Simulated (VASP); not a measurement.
# HfH2 (I4/mmm) in VASP: a series of runs

One crystal, HfH2, is run at these levels: LDA; tasks: electric field gradients.

Everything below comes from runs of VASP 6.6.1. Logs are shortened: lines on timing, memory, paths and dates and some standing lists are left out, and cuts for length are marked.

## Step 1: Starting point

The structure is tetragonal, space group I4/mmm (No. 139). Conventional cell: a = 3.461 Å, b = 3.461 Å, c = 4.290 Å, α = 90.00°, β = 90.00°, γ = 90.00°. Hf (site symmetry 4/mmm) has 8 H at 2.04 Å as nearest neighbours. H (site symmetry -4m2) has 4 Hf at 2.04 Å and 2 H at 2.14 Å as nearest neighbours.

The cell comes from a database or a generator and needn't be the stable form of this composition.

## Step 2: Electric field gradients, LDA

INCAR reads:

```
ALGO = Fast ; EDIFF = 1E-8
ENCUT = 520 ; ISIF = 2
ISMEAR = -1 ; LASPH = True
LCHARG = False ; LEFG = True
LREAL = False ; LWAVE = False
NBANDS = 13 ; NELM = 100
PREC = Accurate ; SIGMA = 0.03
```

KPOINTS reads:

```
k-points
0
Gamma
  15 15 15
```

POSCAR reads:

```
HfH2
1.0
   -1.7307056792      1.7307056792      2.1447997069
    1.7307056792     -1.7307056792      2.1447997069
    1.7307056792      1.7307056792     -2.1447997069
Hf H
1 2
Direct
    0.0000000000      0.0000000000      0.0000000000
    0.2500000000      0.7500000000      0.5000000000
    0.7500000000      0.2500000000      0.5000000000
```

Potentials or basis: VASP PAW LDA potentials, release 64 (Hf_pv, H).

The run is started by

```sh
> cat potpaw_LDA.64/Hf_pv/POTCAR potpaw_LDA.64/H/POTCAR > POTCAR
> mpirun -np 1 vasp_std > vasp.out
```

OUTCAR:

```text
EDIFF = 1E-8
   ENCUT = 520
   ISIF = 2
   ISMEAR = -1
   LASPH = True
   LREAL = False
   NELM = 100
   PREC = Accurate

 ion  position               nearest neighbor table
   1  0.000  0.000  0.000-   2 2.04   3 2.04   2 2.04   3 2.04   3 2.04   2 2.04   3 2.04   2 2.04

   2  0.250  0.750  0.500-   1 2.04   1 2.04   1 2.04   1 2.04
   3  0.750  0.250  0.500-   1 2.04   1 2.04   1 2.04   1 2.04

  LATTYP: Found a body centered tetragonal cell.
 ALAT       =     3.4614113584
 C/A-ratio  =     1.2392631125

  Lattice vectors:

 A1 = (  -1.7307056792,   1.7307056792,   2.1447997069)
 A2 = (   1.7307056792,  -1.7307056792,   2.1447997069)
 A3 = (   1.7307056792,   1.7307056792,  -2.1447997069)

Analysis of symmetry for initial positions (statically):
=====================================================================
 Subroutine PRICEL returns:
 Original cell was already a primitive cell.

 Routine SETGRP: Setting up the symmetry group for a
 body centered tetragonal supercell.

 Subroutine GETGRP returns: Found 16 space group operations
 (whereof 16 operations were pure point group operations)
 out of a pool of 16 trial point group operations.

The static configuration has the point symmetry D_4h.

Analysis of symmetry for dynamics (positions and initial velocities):
=====================================================================
 Subroutine PRICEL returns:
 Original cell was already a primitive cell.

 Routine SETGRP: Setting up the symmetry group for a
 body centered tetragonal supercell.

 Subroutine GETGRP returns: Found 16 space group operations
 (whereof 16 operations were pure point group operations)
 out of a pool of 16 trial point group operations.

The dynamic configuration has the point symmetry D_4h.

 Subroutine INISYM returns: Found 16 space group operations
 (whereof 16 operations are pure point group operations),
 and found     1 'primitive' translations

----------------------------------------------------------------------------------------

                                     Primitive cell

  volume of cell :      25.6976

  direct lattice vectors                    reciprocal lattice vectors
    -1.730705679  1.730705679  2.144799707     0.000000000  0.288899497  0.233122001
     1.730705679 -1.730705679  2.144799707     0.288899497  0.000000000  0.233122001
     1.730705679  1.730705679 -2.144799707     0.288899497  0.288899497  0.000000000

  length of vectors
     3.254358628  3.254358628  3.254358628     0.371226059  0.371226059  0.408565587

  position of ions in fractional coordinates (direct lattice)
     0.000000000  0.000000000  0.000000000
     0.250000000  0.750000000  0.500000000
     0.750000000  0.250000000  0.500000000

  ion indices of the primitive-cell ions
   primitive index   ion index
                 1           1
                 2           2
                 3           3

----------------------------------------------------------------------------------------

 KPOINTS: k-points

Automatic generation of k-mesh.
 Grid dimensions read from file:
 generate k-points for:   15   15   15

 Generating k-lattice:

  Cartesian coordinates                     Fractional coordinates (reciprocal lattice)
     0.000000000  0.019259966  0.015541467     0.066666667  0.000000000 -0.000000000
     0.019259966  0.000000000  0.015541467     0.000000000  0.066666667 -0.000000000
     0.019259966  0.019259966  0.000000000     0.000000000  0.000000000  0.066666667

  Length of vectors
     0.024748404  0.024748404  0.027237706

  Shift w.r.t. Gamma in fractional coordinates (k-lattice)
     0.000000000  0.000000000  0.000000000

 Subroutine IBZKPT returns following result:
 ===========================================

 Found    288 irreducible k-points:

 Following reciprocal coordinates:
            Coordinates               Weight
  0.000000  0.000000  0.000000      1.000000
  0.066667 -0.000000  0.000000      8.000000
  0.133333 -0.000000  0.000000      8.000000
  0.200000 -0.000000  0.000000      8.000000
  0.266667 -0.000000  0.000000      8.000000
  0.333333 -0.000000  0.000000      8.000000
[... 16 lines left out ...]
  0.133333  0.133333  0.000000      8.000000
  0.200000  0.133333  0.000000     16.000000
 [... further k-points ...]
   k-points           NKPTS =    288   k-points in BZ     NKDIM =    288   number of bands    NBANDS=     13
   number of dos      NEDOS =    301   number of ions     NIONS =      3
   total plane-waves  NPLWV =  13824
   dimension x,y,z NGX =    24 NGY =   24 NGZ =   24
   dimension x,y,z NGXF=    48 NGYF=   48 NGZF=   48
   ions per type =               1   2
   NGX,Y,Z   is equivalent  to a cutoff of  12.26, 12.26, 12.26 a.u.
   NGXF,Y,Z  is equivalent  to a cutoff of  24.52, 24.52, 24.52 a.u.
 SYSTEM =  unknown system
   PREC   = accura    normal or accurate (medium, high low for compatibility)
   ISTART =      0    job   : 0-new  1-cont  2-samecut
   ICHARG =      2    charge: 1-file 2-atom 10-const
   ISPIN  =      1    spin polarized calculation?
   LNONCOLLINEAR =      F non collinear calculations
   LSORBIT =      F    spin-orbit coupling
   LASPH  =      T    aspherical Exc in radial PAW
   ENCUT  =  520.0 eV  38.22 Ry    6.18 a.u.   6.05  6.05  6.05*2*pi/ulx,y,z
   NELM   =    100;   NELMIN=  2; NELMDL= -5     # of ELM steps
   EDIFF  = 0.1E-07   stopping-criterion for ELM
   LREAL  =      F    real-space projection
   EDIFFG = 0.1E-06   stopping-criterion for IOM
   NSW    =      0    number of steps for IOM
   IBRION =     -1    ionic relax: 0-MD 1-quasi-New 2-CG
   NFREE  =      0    steps in history (QN), initial steepest desc. (CG)
   ISIF   =      2    stress and relaxation
   ISYM   =      2    0-nonsym 1-usesym 2-fastsym
   POTIM  = 0.5000    time-step for ionic-motion
   TEBEG  =    0.0;   TEEND  =   0.0 temperature during run
   PSTRESS=    0.0 pullay stress
   NELECT =      12.0000    total number of electrons
   NUPDOWN=      -1.0000    fix difference up-down
   EMIN   =  10.00;   EMAX   =-10.00  energy-range for DOS
   EFERMI =   0.00;   METHOD = LEGACY
   ISMEAR =    -1;   SIGMA  =   0.03  broadening in eV -4-tet -1-fermi 0-gaus
   EFERMI_NEDOS =   21; number of points for ismear=-14 and -15
   IALGO  =     68    algorithm
   IMIX   =      4    mixing-type and parameters
     AMIX     =   0.40;   BMIX     =  1.00
     AMIX_MAG =   1.60;   BMIX_MAG =  1.00
  volume/ion in A,a.u.               =       8.57        57.81
  Fermi-wavevector in a.u.,A,eV,Ry     =   1.270099  2.400139 21.948253  1.613151
  Thomas-Fermi vector in A             =   2.403104
   LORBIT       =      0    0 simple, 1 ext, 2 COOP (PROOUT), +10 PAW based schemes
   GGA     = CA    functional components
   LHFCALC =     F    Hartree Fock is set to
   AEXX    =    0.0000 exact exchange contribution
   IVDW    =     0    specifies the selected vdW correction
   LEPSILON=     F    determine dielectric tensor
   LRPA    =     F    only Hartree local field effects (RPA)
 non-spin polarized calculation
 RMM-DIIS sequential band-by-band and
  energy-cutoff  :      520.00
  volume of cell :       25.70
 maximum number of plane-waves:       720
   NGX = 13   NGY = 13   NGZ = 13

 number of electron      12.0000000 magnetization

 Free energy of the ion-electron system (eV)
  ---------------------------------------------------
  ext. energy  EPLUGINS =         0.00000000
  ---------------------------------------------------
  free energy    TOTEN  =       -19.48587963 eV

  energy without entropy =      -19.48431605  energy(sigma->0) =      -19.48509784

 E-fermi :   5.4024     XC(G=0): -11.7234

 val. band max:        5.3880773427   @ k =  -0.1333   0.1333   0.0667
 cond. band min:       5.4048598007   @ k =  -0.1333  -0.4000   0.1333
 fundamental gap:      0.0167824580
 Fermi energy:         5.4023588568

 k-point     1 :       0.0000    0.0000    0.0000
  band No.  band energies     occupation
      1     -25.3164      2.00000
      2     -25.3164      2.00000
      3     -25.2546      2.00000
      4      -5.9115      2.00000
      5       4.2881      2.00000
      6       4.8804      2.00000
      7       4.8804      2.00000
      8       5.7416      0.00002
      9       7.1815      0.00000
     10       8.6292      0.00000
     11      17.2274      0.00000
     12      17.3497      0.00000
     13      17.3497      0.00000

 k-point     2 :       0.0667   -0.0000    0.0000
  band No.  band energies     occupation
      1     -25.3370      2.00000
      2     -25.3222      2.00000
      3     -25.2648      2.00000
      4      -5.7837      2.00000
      5       3.3180      2.00000
      6       4.9375      2.00000
      7       5.3499      1.70341
      8       6.4553      0.00000
      9       7.1456      0.00000
     10       8.5384      0.00000
     11      16.2478      0.00000
     12      17.6193      0.00000
     13      18.1809      0.00000

 k-point     3 :       0.1333   -0.0000    0.0000
  band No.  band energies     occupation
      1     -25.4098      2.00000
      2     -25.3384      2.00000
      3     -25.2778      2.00000
      4      -5.4164      2.00000
      5       2.2041      2.00000
      6       5.0547      1.99998
      7       5.6218      0.00133
      8       7.1239      0.00000
      9       7.8161      0.00000
     10       8.4079      0.00000
     11      15.1556      0.00000
     12      18.3870      0.00000
     13      19.0284      0.00000
[... 305 lines left out ...]
 k-point    23 :       0.1333    0.1333    0.0000
  band No.  band energies     occupation
      1     -25.5463      2.00000
      2     -25.3905      2.00000
      3     -25.2956      2.00000
      4      -4.6134      2.00000
      5       0.8790      2.00000
      6       5.1074      1.99989
      7       5.8760      0.00000
      8       7.3218      0.00000
      9       8.4167      0.00000
     10      10.0814      0.00000
     11      13.9368      0.00000
     12      18.4126      0.00000
     13      18.5676      0.00000

 k-point    24 :       0.2000    0.1333    0.0000
  band No.  band energies     occupation
      1     -25.6473      2.00000
      2     -25.4297      2.00000
      3     -25.3056      2.00000
      4      -3.9724      2.00000
      5       0.2535      2.00000
      6       4.9011      2.00000
      7       6.2352      0.00000
      8       7.3783      0.00000
      9       8.8246      0.00000
     10      11.2201      0.00000
     11      13.6499      0.00000
     12      16.4327      0.00000
     13      18.6624      0.00000

 [... further k-points ...]
[... 5 lines left out ...]
  --------------------------------------------------------------------------------------
  -------------------------------------------------------------------------------------
  Total       -0.7765688     -0.7765688     -0.8721782      0.0000000      0.0000000      0.0000000
  in kB      -48.4169419    -48.4169419    -54.3779290      0.0000000      0.0000000      0.0000000
  external PRESSURE =     -50.4039376 kB  Pullay stress =       0.0000000 kB

 VOLUME and BASIS-vectors are now :
 -----------------------------------------------------------------------------
  energy-cutoff  :      520.00
  volume of cell :       25.70
      direct lattice vectors                 reciprocal lattice vectors
    -1.730705679  1.730705679  2.144799707     0.000000000  0.288899497  0.233122001
     1.730705679 -1.730705679  2.144799707     0.288899497  0.000000000  0.233122001
     1.730705679  1.730705679 -2.144799707     0.288899497  0.288899497  0.000000000

 POSITION                                       TOTAL-FORCE (eV/Angst)
 -----------------------------------------------------------------------------------
      0.00000      0.00000      0.00000        -0.000000     -0.000000     -0.000000
      1.73071     -0.00000      1.07240         0.000000      0.000000      0.000000
     -0.00000      1.73071      1.07240        -0.000000     -0.000000     -0.000000
 -----------------------------------------------------------------------------------
    total drift:                                0.000000      0.000000      0.000000

  FREE ENERGIE OF THE ION-ELECTRON SYSTEM (eV)
  ---------------------------------------------------
  free  energy   TOTEN  =       -19.4858796323 eV

  energy  without entropy=      -19.4843160454  energy(sigma->0) =      -19.48509784

 Electric field gradients (V/A^2)
---------------------------------------------------------------------
 ion       V_xx      V_yy      V_zz      V_xy      V_xz      V_yz
---------------------------------------------------------------------
   1      14.318    14.318   -28.637     0.001     0.001     0.001
   2       0.112     0.112    -0.223     0.001     0.001     0.001
   3       0.112     0.112    -0.223     0.001     0.001     0.001
---------------------------------------------------------------------

 Electric field gradients after diagonalization (V/A^2)
 (convention: |V_zz| > |V_xx| > |V_yy|)
----------------------------------------------------------------------
 ion       V_xx      V_yy      V_zz     asymmetry (V_yy - V_xx)/ V_zz
----------------------------------------------------------------------
   1      14.319    14.318   -28.637       0.000
   2       0.113     0.110    -0.223       0.012
   3       0.113     0.110    -0.223       0.012
----------------------------------------------------------------------

           NMR quadrupolar parameters

 Cq : quadrupolar parameter    Cq=e*Q*V_zz/h
 eta: asymmetry parameters     (V_yy - V_xx)/ V_zz
 Q  : nuclear electric quadrupole moment in mb (millibarn)
----------------------------------------------------------------------
 ion       Cq(MHz)       eta       Q (mb)
----------------------------------------------------------------------
   1      -0.069       0.000       1.000
   2      -0.001       0.012       1.000
   3      -0.001       0.012       1.000
----------------------------------------------------------------------
```

It took 36 s on 1 thread of Intel Xeon Platinum 8559C (Emerald Rapids), shared host; peak memory 0.21 GiB.

What came out:

```yaml
Free_energy: -19.4859 eV
Pressure: -5.0 GPa
Band_gap_on_the_k_mesh: none (metal or under the smearing width)
```

Levels at points of the mesh, in eV from the Fermi level:
```csv
k point,band 3,band 4,band 5,band 6,band 7,band 8,band 9,band 10
"(0.00, 0.00, 0.00)",-30.66,-11.31,-1.11,-0.52,-0.52,0.34,1.78,3.23
```

Electric field gradients, principal values (V/Å²):
```
atom     Vxx     Vyy      Vzz
1 Hf  14.318  14.319  -28.637
 2 H   0.110   0.113   -0.223
 3 H   0.110   0.113   -0.223
```

The run has no spin-orbit coupling, so splittings on Hf are missing.

(Continued in part 2 of 2.)
